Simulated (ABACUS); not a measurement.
# GaAs (F-43m) in ABACUS: notebook

Aim: see how the results for GaAs move with the level of theory and the settings. Levels: revTPSS, LDA-PW92, rPW86PBE. Tasks: single point, relaxation of cell and atoms.

Program: ABACUS 3.10.1. These are calculated values, not measurements. Logs are shortened: lines on timing, memory, paths and dates and some standing lists are left out, and cuts for length are marked.

**Experimental background.**

“Evidence of valence band perturbations in GaAsN/GaAs(001): A combined variable-angle spectroscopic ellipsometry and modulated photoreflectance investigation”, 2008, arxiv:0805.2212 reports, for a bulk crystal of GaAs at 300 K: band gap 1.418 ± 0.005 eV (direct); band gap 1.412 ± 0.01 eV (direct).

The runs below are set against these values where they give the same quantity.

### Step 1. Starting point

Symmetry: F-43m, No. 216, cubic system. The conventional cell has a = 5.654 Å, b = 5.654 Å, c = 5.654 Å, α = 90.00°, β = 90.00°, γ = 90.00°. Around As (site symmetry -43m) lie 4 Ga at 2.45 Å. Ga (site symmetry -43m) is surrounded by 4 As at 2.45 Å.

### Step 2. Single point, revTPSS

File INPUT:

```
INPUT_PARAMETERS
suffix              GaAs
calculation         scf
basis_type          pw
pseudo_dir          ./
symmetry            1
dft_functional      MGGA_X_REVTPSS+MGGA_C_REVTPSS
ecutwfc             97
pseudo_rcut         10
nspin               1
nbands              19
ks_solver           dav
smearing_method     fd
smearing_sigma      0.00367493
scf_thr             1e-08
scf_nmax            100
mixing_type         broyden
mixing_beta         0.7
cal_force           1
cal_stress          1
mixing_tau          1
out_chg             1
kpar                4
```

File STRU:

```
ATOMIC_SPECIES
As 74.9216 As_ONCV_PBE-1.2.upf
Ga 69.7230 Ga_ONCV_PBE-1.2.upf

LATTICE_CONSTANT
1.8897261246

LATTICE_VECTORS
0.0000000000 2.8268500000 2.8268500000
2.8268500000 0.0000000000 2.8268500000
2.8268500000 2.8268500000 0.0000000000

ATOMIC_POSITIONS
Direct

As
0.0
1
0.7500000000 0.7500000000 0.7500000000 1 1 1

Ga
0.0
1
0.0000000000 0.0000000000 0.0000000000 1 1 1
```

File KPT:

```
K_POINTS
0
Gamma
5 5 5 0 0 0
```

Potentials or basis: SG15 ONCV 1.2 PBE, plane waves.

Started as:

```
> OMP_NUM_THREADS=1 mpirun -np 4 abacus > log
```

running log:

```text
ABACUS v3.10.1

               Atomic-orbital Based Ab-initio Computation at UStc

 ------------------------------------------------------------------------------------

 READING GENERAL INFORMATION
                           global_out_dir = OUT.GaAs/
                           global_in_card = INPUT
                               pseudo_dir = ./
                              orbital_dir =
                                    DSIZE = 4
                                    GSIZE = 1

 READING UNITCELL INFORMATION
                                    ntype = 2
                  lattice constant (Bohr) = 1.88973
              lattice constant (Angstrom) = 1

 READING ATOM TYPE 1
                               atom label = As
                      L=0, number of zeta = 1
                      L=1, number of zeta = 1
                      L=2, number of zeta = 1
             number of atom for this type = 1

 READING ATOM TYPE 2
                               atom label = Ga
                      L=0, number of zeta = 1
                      L=1, number of zeta = 1
                      L=2, number of zeta = 1
             number of atom for this type = 1

                        TOTAL ATOM NUMBER = 2
DIRECT COORDINATES
    atom                   x                   y                   z     mag                  vx                  vy                  vz
taud_As1            0.7500000000        0.7500000000        0.7500000000  0.0000        0.0000000000        0.0000000000        0.0000000000
taud_Ga1            0.0000000000        0.0000000000        0.0000000000  0.0000        0.0000000000        0.0000000000        0.0000000000

                          Volume (Bohr^3) = 304.884
                             Volume (A^3) = 45.1791

 Lattice vectors: (Cartesian coordinate: in unit of a_0)
                   +0            +2.82685            +2.82685
             +2.82685                  +0            +2.82685
             +2.82685            +2.82685                  +0
 Reciprocal vectors: (Cartesian coordinate: in unit of 2 pi/a_0)
            -0.176875           +0.176875           +0.176875
            +0.176875           -0.176875           +0.176875
            +0.176875           +0.176875           -0.176875
 The esolver type has been set to : ksdft_pw

                PAO radial cut off (Bohr) = 10

 Read in pseudopotential file is As_ONCV_PBE-1.2.upf
                     pseudopotential type = NC
          exchange-correlation functional = PBE
                 nonlocal core correction = 0
                        valence electrons = 5
                                     lmax = 2
                           number of zeta = 0
                     number of projectors = 6
                           L of projector = 0
                           L of projector = 0
                           L of projector = 1
                           L of projector = 1
                           L of projector = 2
                           L of projector = 2
 XC functional updated to : MGGA_X_REVTPSS+MGGA_C_REVTPSS
          exchange-correlation functional = MGGA_X_REVTPSS+MGGA_C_REVTPSS
                PAO radial cut off (Bohr) = 10

 Read in pseudopotential file is Ga_ONCV_PBE-1.2.upf
                     pseudopotential type = NC
          exchange-correlation functional = PBE
                 nonlocal core correction = 0
                        valence electrons = 13
                                     lmax = 2
                           number of zeta = 0
                     number of projectors = 6
                           L of projector = 0
                           L of projector = 0
                           L of projector = 1
                           L of projector = 1
                           L of projector = 2
                           L of projector = 2
 XC functional updated to : MGGA_X_REVTPSS+MGGA_C_REVTPSS
          exchange-correlation functional = MGGA_X_REVTPSS+MGGA_C_REVTPSS
     initial pseudo atomic orbital number = 0

 SETUP THE ELECTRONS NUMBER
[... 36 lines left out ...]

                               nkstot now = 10
[... K-POINTS DIRECT COORDINATES: 10 rows ...]

           k-point number in this process = 3
       minimum distributed K point number = 2
[... stars of the k points ...]

[... K-POINTS CARTESIAN COORDINATES: 3 rows ...]

[... K-POINTS DIRECT COORDINATES: 3 rows ...]

 SETUP PLANE WAVES FOR WAVE FUNCTIONS
     energy cutoff for wavefunc (unit:Ry) = 97
              fft grid for wave functions = [ 48, 48, 48 ]
                    number of plane waves = 5601
                         number of sticks = 421

 PARALLEL PW FOR WAVE FUNCTIONS
     PROC   COLUMNS(POT)             PW
        1            421           5601
 --------------- sum -------------------
        1            421           5601

 SETUP NONLOCAL PSEUDOPOTENTIALS IN PLANE WAVE BASIS
 As non-local projectors:
 projector 1 L=0
 projector 2 L=0
 projector 3 L=1
 projector 4 L=1
 projector 5 L=2
 projector 6 L=2
 Ga non-local projectors:
 projector 1 L=0
 projector 2 L=0
 projector 3 L=1
 projector 4 L=1
 projector 5 L=2
 projector 6 L=2
      TOTAL NUMBER OF NONLOCAL PROJECTORS = 36

 Init Non-Local PseudoPotential table :
 Init Non-Local-Pseudopotential done.

                                     npwx = 4957

 -------------------------------------------
 SELF-CONSISTENT
 -------------------------------------------
                                 init_chg = atomic

 PW ALGORITHM --------------- ION=   1  ELEC=   1--------------------------------

 Notice: Threshold on eigenvalues was too large.
 hsover_error=0.18 > DRHO=0.122482
 Origin diag ethr = 0.01
 New diag ethr = 0.000680453

 Density error is 0.112414310063
                          Error Threshold = 0.000680453280536
----------------------------------------------------------
     Energy           Rydberg                 eV
----------------------------------------------------------
 E_KohnSham     -143.4351926644      -1951.5359139639
 E_Harris       -144.3732410530      -1964.2987170479
 E_Fermi        0.5409240972         7.3596499068
----------------------------------------------------------
[... 75 lines left out ...]
 Density error is 9.83212464271e-09
                          Error Threshold = 2.21549241225e-10
----------------------------------------------------------
     Energy           Rydberg                 eV
----------------------------------------------------------
 E_KohnSham     -143.5429799915      -1953.0024357840
 E_KS(sigma->0) -143.5429781172      -1953.0024102835
 E_Harris       -143.5434783998      -1953.0092169770
 E_band         -4.3732816101        -59.5015488558
 E_one_elec     -82.4764485096       -1122.1496505346
 E_Hartree      52.6817083681        716.7714141802
 E_xc           -20.7381207783       -282.1566083974
 E_Ewald        -93.0101153231       -1265.4675400312
 E_entropy(-TS) -0.0000037485        -0.0000510010
 E_descf        0.0000000000         0.0000000000
 E_exx          0.0000000000         0.0000000000
 E_Fermi        0.5538345423         7.5353055247
----------------------------------------------------------

 charge density convergence is achieved
 final etot is -1953.0024358 eV
 EFERMI = 7.5353055247 eV

 STATE ENERGY(eV) AND OCCUPATIONS    NSPIN == 1
 1/3 kpoint (Cartesian) = 0.0000 0.0000 0.0000 (4957 pws)
       1       -7.45062      0.0160000
       2       -7.45062      0.0160000
       3       -7.45062      0.0160000
       4       -7.37086      0.0160000
       5       -7.37086      0.0160000
       6       -5.73675      0.0160000
[... 11 lines left out ...]
      18        18.8413        0.00000
      19        18.8413        0.00000
[... 26 lines left out ...]
       4       -7.36701       0.128000
       5       -7.36701       0.128000
       6       -4.19053       0.128000
[... 11 lines left out ...]
      18        22.3545        0.00000
      19        22.3545        0.00000

------------------------------------------------------------------------------------------
 TOTAL-FORCE (eV/Angstrom)
------------------------------------------------------------------------------------------
                       As1         0.0000000000         0.0000000000         0.0000000000
                       Ga1         0.0000000000         0.0000000000         0.0000000000
------------------------------------------------------------------------------------------

----------------------------------------------------------------
 TOTAL-STRESS (KBAR)
----------------------------------------------------------------
        11.7930151378         0.0000000000        -0.0000000000
         0.0000000000        11.7930151378        -0.0000000000
        -0.0000000000        -0.0000000000        11.7930151378
----------------------------------------------------------------
 TOTAL-PRESSURE: 11.793015 KBAR

 --------------------------------------------
 !FINAL_ETOT_IS -1953.0024357840222820 eV
 --------------------------------------------
```

It took 14 s on 4 MPI ranks of Intel Xeon 6975P-C (Granite Rapids), shared host; peak memory 0.44 GiB.

Results:

```
Free energy            : -1953.0024 eV
Pressure               : 1.2 GPa
Band gap on the k mesh : 0.59 eV, direct
```

Levels at points of the mesh, in eV from the valence-band top:
| k point | band 7 | band 8 | band 9 | band 10 | band 11 | band 12 |
| --- | --- | --- | --- | --- | --- | --- |
| (0.00, 0.00, 0.00) | 0.00 | 0.00 | 0.00 | 0.59 | 3.78 | 3.78 |

Caveat: the potentials were made for another functional, which shifts forces and pressure.

### Step 3. Relaxation of cell and atoms, revTPSS

Changes to INPUT since step 2:

```diff
@@ -2,3 +2,3 @@
 suffix              GaAs
-calculation         scf
+calculation         cell-relax
 basis_type          pw
@@ -10,3 +10,3 @@
 nspin               1
-nbands              19
+nbands              13
 ks_solver           dav
@@ -21,3 +21,7 @@
 mixing_tau          1
-out_chg             1
+relax_nmax          60
+force_thr_ev        0.01
+relax_method        cg
+out_stru            1
+stress_thr          0.2
 kpar                4
```

File STRU:

```
ATOMIC_SPECIES
As 74.9216 As_ONCV_PBE-1.2.upf
Ga 69.7230 Ga_ONCV_PBE-1.2.upf

LATTICE_CONSTANT
7.5546896700

LATTICE_VECTORS
0.0000000000 0.7071067812 0.7071067812
0.7071067812 0.0000000000 0.7071067812
0.7071067812 0.7071067812 0.0000000000

ATOMIC_POSITIONS
Cartesian

As
0.0
1
1.0606601718 1.0606601718 1.0606601718 1 1 1

Ga
0.0
1
0.0000000000 0.0000000000 0.0000000000 1 1 1
```

KPT is that of step 2.

Potentials or basis: SG15 ONCV 1.2 PBE, plane waves.

Started as:

```
> OMP_NUM_THREADS=1 mpirun -np 4 abacus > log
```

Wall time 22 s (4 MPI ranks of Intel Xeon 6975P-C (Granite Rapids), shared host); peak memory 0.48 GiB.

Results (log left out):

* Free energy: -1953.0055 eV
* Relaxed volume: 23.01 Å³/atom
* Relaxed cell: a = 4.022 Å, b = 4.022 Å, c = 4.022 Å, α = 60.00°, β = 60.00°, γ = 60.00°
* Space group after relaxing (to 0.05 Å): F-43m (No. 216)
* Energy gained by relaxing: 1.5 meV/atom
* Ionic steps: 3
* Pressure after relaxing: 0.0 GPa
* Band gap on the k mesh: 0.46 eV, direct

Step by step:
| step | energy change (eV) | largest force (eV/Å) | pressure (GPa) | volume (Å³) |
| --- | --- | --- | --- | --- |
| 1 | 0.0000 | 0.0000 | 1.19 | 45.18 |
| 2 | -0.0026 | 0.0000 | -0.43 | 46.33 |
| 3 | -0.0030 | 0.0000 | 0.00 | 46.01 |

Final structure:
```cif
data_structure
_symmetry_space_group_name_H-M 'P 1'
_symmetry_Int_Tables_number 1
_cell_length_a 4.0221
_cell_length_b 4.0221
_cell_length_c 4.0221
_cell_angle_alpha 60.000
_cell_angle_beta 60.000
_cell_angle_gamma 60.000
_cell_volume 46.01
loop_
_atom_site_label
_atom_site_type_symbol
_atom_site_fract_x
_atom_site_fract_y
_atom_site_fract_z
_atom_site_occupancy
As1 As 0.75000 0.75000 0.75000 1
Ga1 Ga 0.00000 0.00000 0.00000 1
```

Levels at points of the mesh, in eV from the valence-band top:
```
           k point  band 5  band 6  band 7  band 8  band 9  band 10  band 11  band 12  band 13
(0.00, 0.00, 0.00)  -14.55  -12.82    0.00    0.00    0.00     0.46     3.78     3.78     3.78
```

Caveat: the potentials were made for another functional, which shifts forces and pressure.

### Step 4. Single point, LDA-PW92

File INPUT:

```
INPUT_PARAMETERS
suffix              GaAs
calculation         scf
basis_type          pw
pseudo_dir          ./
symmetry            1
dft_functional      LDA_X+LDA_C_PW
ecutwfc             40
pseudo_rcut         10
nspin               1
nbands              22
ks_solver           dav
smearing_method     fd
smearing_sigma      0.00367493
scf_thr             1e-08
scf_nmax            100
mixing_type         broyden
mixing_beta         0.7
cal_force           1
cal_stress          1
ecutrho             320
out_chg             1
kpar                4
```

Changes to STRU since step 3:

```diff
@@ -1,4 +1,4 @@
 ATOMIC_SPECIES
-As 74.9216 As_ONCV_PBE-1.2.upf
-Ga 69.7230 Ga_ONCV_PBE-1.2.upf
+As 74.9216 as_lda_v1.uspp.F.UPF
+Ga 69.7230 ga_lda_v1.4.uspp.F.UPF
```

File KPT:

```
K_POINTS
0
Gamma
6 6 6 0 0 0
```

Potentials or basis: GBRV ultrasoft 1.5 LDA, plane waves.

Started as:

```
> OMP_NUM_THREADS=1 mpirun -np 4 abacus > log
```

Run time: 16 s. Hardware: 4 MPI ranks of Intel Xeon Platinum 8488C (Sapphire Rapids), shared host; peak memory 0.68 GiB.

Results (log left out):

* Free energy: -6188.4773 eV
* Pressure: -2.1 GPa
* Band gap on the k mesh: 0.28 eV, direct

Levels at points of the mesh, in eV from the valence-band top:
```
           k point  band 10  band 11  band 12  band 13  band 14  band 15
(0.00, 0.00, 0.00)     0.00     0.00     0.00     0.28     3.68     3.68
(0.50, 0.50, 0.50)    -6.71    -1.15    -1.15     0.84     4.58     4.58
(0.50, 0.50, 0.00)    -6.90    -2.69    -2.69     1.34     1.54    10.07
```

### Step 5. Single point, rPW86PBE

Changes to INPUT since step 4:

```diff
@@ -6,7 +6,7 @@
 symmetry            1
-dft_functional      LDA_X+LDA_C_PW
-ecutwfc             40
-pseudo_rcut         10
+dft_functional      GGA_X_RPW86+GGA_C_PBE
+ecutwfc             84
+pseudo_rcut         7
 nspin               1
-nbands              22
+nbands              24
 ks_solver           dav
@@ -20,3 +20,2 @@
 cal_stress          1
-ecutrho             320
 out_chg             1
```

Changes to STRU since step 4:

```diff
@@ -1,4 +1,4 @@
 ATOMIC_SPECIES
-As 74.9216 as_lda_v1.uspp.F.UPF
-Ga 69.7230 ga_lda_v1.4.uspp.F.UPF
+As 74.9216 As.upf
+Ga 69.7230 Ga.upf
```

KPT is that of step 4.

Potentials or basis: PseudoDojo NC SR 0.4.1 PBE standard, plane waves.

Started as:

```
> OMP_NUM_THREADS=1 mpirun -np 4 abacus > log
```

It took 20 s on 4 MPI ranks of Intel Xeon Platinum 8259CL at 2.50GHz (Skylake/Cascade Lake), shared host; peak memory 0.4 GiB.

Results (log left out):

```
Free energy            : -4977.0309 eV
Pressure               : 5.8 GPa
Band gap on the k mesh : 0.34 eV, direct
```

Levels at points of the mesh, in eV from the valence-band top:
```csv
k point,band 12,band 13,band 14,band 15,band 16,band 17
"(0.00, 0.00, 0.00)",0.00,0.00,0.00,0.34,3.77,3.77
"(0.50, 0.50, 0.50)",-6.63,-1.13,-1.13,0.94,4.70,4.70
"(0.50, 0.50, 0.00)",-6.85,-2.64,-2.64,1.54,1.68,10.10
```

Caveat: the potentials were made for another functional, which shifts forces and pressure.

### Step 6. The runs side by side

| task | level | potentials or basis | cell | k mesh | cutoff (eV) | radial cutoff of the potentials (pseudo_rcut) | max steps of the relaxation | force threshold | optimiser | stress threshold | gap on the mesh (eV) | pressure (GPa) |
| --- | --- | --- | --- | --- | --- | --- | --- | --- | --- | --- | --- | --- |
| single point | revTPSS | SG15 ONCV 1.2 PBE, plane waves | as given | 5 × 5 × 5 | 1320 | 10 bohr | - | - | - | - | 0.59 | 1.2 |
| relaxation of cell and atoms | revTPSS | SG15 ONCV 1.2 PBE, plane waves | relaxed | 5 × 5 × 5 | 1320 | 10 bohr | 60 | 0.01 eV/Å | cg | 0.2 kbar | 0.46 | 0.0 |
| single point | LDA-PW92 | GBRV ultrasoft 1.5 LDA, plane waves | as given | 6 × 6 × 6 | 544 | 10 bohr | - | - | - | - | 0.28 | -2.1 |
| single point | rPW86PBE | PseudoDojo NC SR 0.4.1 PBE standard, plane waves | as given | 6 × 6 × 6 | 1143 | 7 bohr | - | - | - | - | 0.34 | 5.8 |

Alike in all rows: no spin polarisation; smearing fermi-dirac 0.05 eV.

Caveats: the potentials were made for another functional, which shifts forces and pressure (some runs).

Absolute energies hang on the potentials; compare differences alone.

### Step 7. Against experiment

Step 2. Against the measured gap of GaAs, 1.418 eV (direct; 300 K; “Evidence of valence band perturbations in GaAsN/GaAs(001): A combined variable-angle spectroscopic ellipsometry and modulated photoreflectance investigation”, 2008, arxiv:0805.2212), the calculated 0.59 eV is off by -0.83 eV. 3 values of this kind are on record (1.412 to 1.51 eV); this one was drawn at random among those near their median, those with a stated uncertainty first. Spin-orbit coupling on As, Ga is left out. The value is that of revTPSS, without temperature or zero-point motion.

Step 4. Against the measured gap of GaAs, 1.418 eV (direct; 300 K; “Evidence of valence band perturbations in GaAsN/GaAs(001): A combined variable-angle spectroscopic ellipsometry and modulated photoreflectance investigation”, 2008, arxiv:0805.2212), the calculated 0.28 eV is off by -1.14 eV. So large a miss can be the level of theory's own, or it may mean another phase, state or a wrong row. 3 values of this kind are on record (1.412 to 1.51 eV); this one was drawn at random among those near their median, those with a stated uncertainty first. Spin-orbit coupling on As, Ga is left out. The value is that of LDA-PW92, without temperature or zero-point motion. Semilocal functionals fall short of measured gaps as a rule.

Step 5. Measured gap of GaAs: 1.412 eV (direct; 300 K; “Evidence of valence band perturbations in GaAsN/GaAs(001): A combined variable-angle spectroscopic ellipsometry and modulated photoreflectance investigation”, 2008, arxiv:0805.2212). This calculation gives 0.34 eV (-1.07 eV). So large a miss can be the level of theory's own, or it may mean another phase, state or a wrong row. 3 values of this kind are on record (1.412 to 1.51 eV); this one was drawn at random among those near their median, those with a stated uncertainty first. Spin-orbit coupling on As, Ga is left out. The value is that of rPW86PBE, without temperature or zero-point motion.
